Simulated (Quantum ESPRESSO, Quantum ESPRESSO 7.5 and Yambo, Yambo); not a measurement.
# NaCl (Fm-3m): G0W0 on several meshes in Yambo

Aim: the GW shift of NaCl (Fm-3m) against the k mesh.

Program: Quantum ESPRESSO 7.5 and Yambo 5.3.0. Level of theory: PBE and many-body steps on it, plane waves. Results are calculated unless marked as measured.

This is a report of a sequence of runs, with most program output left out.

The database entry behind the starting cell differs from later determinations by our own check (an axis about 0.4 % short against later determinations), so it need not match the best structure at ambient conditions.

## 1. The starting structure

The structure is cubic, space group Fm-3m (No. 225). Conventional cell: a = 5.620 Å, b = 5.620 Å, c = 5.620 Å, α = 90.00°, β = 90.00°, γ = 90.00°. Nearest to Na lie 6 Cl at 2.81 Å. Cl has 6 Na at 2.81 Å nearest. Farther neighbours and most contacts between anions are not listed.

The cell and positions come from the Crystallography Open Database and are kept as given unless a step says otherwise.

## 2. Empty states on the mesh, 4×4×4 mesh, 293 bands

This step: Quantum ESPRESSO 7.5; DFT, PBE, plane waves, norm-conserving pseudopotentials.

The sums over transitions need many empty states on a uniform mesh; this step solves for them.

The input, pw.in:

```
&control
  calculation = 'nscf'
  prefix = 'x'
  outdir = 'o'
  pseudo_dir = 'pseudo'
/
&system
  ibrav = 0
  nat = 2
  ntyp = 2
  ecutwfc = 76.0
  nbnd = 293
  force_symmorphic = .true.
/
&electrons
  conv_thr = 1e-9
  electron_maxstep = 80
  diago_full_acc = .true.
  diago_thr_init = 5e-6
/
ATOMIC_SPECIES
  Na 22.99 Na.upf
  Cl 35.45 Cl.upf
CELL_PARAMETERS angstrom
  0.0000000000 2.8100000000 2.8100000000
  2.8100000000 0.0000000000 2.8100000000
  2.8100000000 2.8100000000 0.0000000000
ATOMIC_POSITIONS crystal
  Na 0.0000000000 0.0000000000 0.0000000000
  Cl 0.5000000000 0.5000000000 0.5000000000
K_POINTS automatic
  4 4 4 0 0 0
```

Run with:

```bash
> OMP_NUM_THREADS=1 mpirun -n 8 pw.x -nk 4 -in pw.in > pw.out
```

Run time: 14 s. Hardware: 8 MPI ranks of Intel Xeon Platinum 8488C (Sapphire Rapids), shared host; peak memory 0.85 GiB.

Numbers from this step:

```
gap                                                           : 5.150 eV
k of the valence top                                          : 0, 0, 0
k of the conduction bottom                                    : 0, 0, 0
least direct gap                                              : 5.150 eV
k points computed                                             : 8
lowest point of the top converged band, above the valence top : 190.7747 eV
```

On this mesh the gap is 5.150 eV.

The density comes from a self-consistent run that is not shown.

## 3. Conversion and set-up

This step: Yambo 5.3.0; conversion and set-up on PBE, plane waves, norm-conserving pseudopotentials.

The states are converted to the many-body program's format and the q mesh is built.

Run with:

```bash
> (cd o/x.save; p2y > p2y.log; mv SAVE ../..); yambo > setup.log
```

Run time: 2.5 s. Hardware: 1 MPI rank; peak memory 0.25 GiB.

## 4. 4×4×4

Now the one-shot GW correction: screening in the RPA, then the self-energy of the levels asked for.

This step: G0W0 on PBE, plane waves, norm-conserving pseudopotentials.

The input, gw2.in:

```
HF_and_locXC
gw0
dyson
ppa
em1d
rim_cut
RandQpts= 1000000
RandGvec= 1 RL
EXXRLvcs= 76 Ry
VXCRLvcs= 304 Ry
Chimod= "HARTREE"
% BndsRnXp
 1 | 124 |
%
NGsBlkXp= 10.5 Ry
% LongDrXp
 1 | 1 | 1 |
%
% GbndRnge
 1 | 124 |
%
DysSolver= "n"
ExtendOut
PPAPntXp= 27.21138 eV
% QPkrange
 1 | 1 | 7 | 10 |
%
```

Run with:

```bash
> OMP_NUM_THREADS=1 mpirun -n 8 yambo -F gw2.in -J gw2 -C gw2 > gw2.log
```

Run time: 26 s. Hardware: 8 MPI ranks; peak memory 3.1 GiB.

This step gave:

```
G0W0 gap on the points computed              : 8.054 eV
starting gap on the mesh                     : 5.150 eV
k of the valence top                         : 0, 0, 0
k of the conduction bottom                   : 0, 0, 0
least direct G0W0 gap on the computed points : 8.054 eV
Z at the valence top                         : 0.8159
Z at the conduction bottom                   : 0.8681
```

The gap on the mesh goes from 5.15 eV to 8.05 eV, a correction of +2.90 eV.

## 5. Empty states on the mesh, 2×2×2 mesh, 124 bands

This step: Quantum ESPRESSO 7.5; DFT, PBE, plane waves, norm-conserving pseudopotentials.

pw.in, as its differences from that of step 2:

```diff
@@ -11,3 +11,3 @@
   ecutwfc = 76.0
-  nbnd = 293
+  nbnd = 124
   force_symmorphic = .true.
@@ -31,2 +31,2 @@
 K_POINTS automatic
-  4 4 4 0 0 0
+  2 2 2 0 0 0
```

Run with:

```bash
> OMP_NUM_THREADS=1 mpirun -n 8 pw.x -nk 4 -in pw.in > pw.out
```

It took 3.4 s on 8 MPI ranks; peak memory 0.52 GiB; 24 s of CPU time.

This step gave:

```
gap                                                           : 5.150 eV
k of the valence top                                          : 0, 0, 0
k of the conduction bottom                                    : 0, 0, 0
least direct gap                                              : 5.150 eV
k points computed                                             : 3
lowest point of the top converged band, above the valence top : 106.4374 eV
```

On this mesh the gap is 5.150 eV.

## 6. Conversion and set-up

This step: Yambo 5.3.0; conversion and set-up on PBE, plane waves, norm-conserving pseudopotentials.

Run with:

```bash
> (cd o/x.save; p2y > p2y.log; mv SAVE ../..); yambo > setup.log
```

It took 2.6 s on 1 MPI rank; peak memory 0.25 GiB.

## 7. 2×2×2

This step: G0W0 on PBE, plane waves, norm-conserving pseudopotentials.

The input, gw11.in:

```
HF_and_locXC
gw0
dyson
ppa
em1d
rim_cut
RandQpts= 1000000
RandGvec= 1 RL
EXXRLvcs= 76 Ry
VXCRLvcs= 304 Ry
Chimod= "HARTREE"
% BndsRnXp
 1 | 124 |
%
NGsBlkXp= 10.5 Ry
% LongDrXp
 1 | 1 | 1 |
%
% GbndRnge
 1 | 124 |
%
DysSolver= "n"
ExtendOut
PPAPntXp= 27.21138 eV
% QPkrange
 1 | 1 | 7 | 10 |
%
```

Run with:

```bash
> OMP_NUM_THREADS=1 mpirun -n 8 yambo -F gw11.in -J gw11 -C gw11 > gw11.log
```

It took 6.5 s on 8 MPI ranks; peak memory 2.4 GiB; 41 s of CPU time.

This step gave:

| Quantity | Value |
| --- | --- |
| G0W0 gap on the points computed | 7.872 eV |
| starting gap on the mesh | 5.150 eV |
| k of the valence top | 0, 0, 0 |
| k of the conduction bottom | 0, 0, 0 |
| least direct G0W0 gap on the computed points | 7.872 eV |
| Z at the valence top | 0.8151 |
| Z at the conduction bottom | 0.8604 |

Against G0W0 in Yambo (4×4×4 mesh, 124 bands, screening to 142.9 eV, Godby-Needs plasmon pole), the gap moves by −0.182 eV.

## 8. Side by side

Times are wall times on 8 MPI ranks of Intel Xeon Platinum 8488C (Sapphire Rapids), shared host, good to a factor of about two.

| run | mesh | bands | screening cutoff (eV) | DFT gap (eV) | gap on the mesh (eV) | direct (eV) | time |
| --- | --- | --- | --- | --- | --- | --- | --- |
| 4×4×4 | 4×4×4 | 124 | 142.9 | 5.150 | 8.054 | 8.054 | 26 s |
| 2×2×2 | 2×2×2 | 124 | 142.9 | 5.150 | 7.872 | 7.872 | 6.5 s |

## 9. Results

| Item | Value |
| --- | --- |
| 4×4×4 | 8.054 eV |
| 2×2×2 | 7.872 eV |
| known limits | not at the basis limit; coarse k mesh |

2×2×2: −0.182 eV against 4×4×4. Bands and cutoff are finite, so the gap is not at the basis limit. The miss can reach some tenths of an eV and take either sign; the mesh is an error of its own. In the G0W0 runs levels were corrected at 1 k point alone, so a gap called «on the mesh» is the least over those, and an edge elsewhere would be missed. The 4×4×4 mesh is coarse for this cell, which bears on the long-range parts of exchange and screening. Mesh or cutoff lie under what a gap needs, so these runs test behaviour and cost; their gaps are not to be quoted.

[Paths, hosts, dates, memory and timing lines, banners, echoed tables and standing remarks are left out of the program output.]

[Logs are printed without paths, hosts, clocks, repeated set-up lines and the standing remarks that a program may print on its own settings, such as how far it seeks lower states.]

[Runs of the session that timed out or met a known fault of the program may be left out.]

[Hosts, paths, dates, database ids (printed as entryN), source tags and the programs' standing remarks are cut or masked in the printed files.]
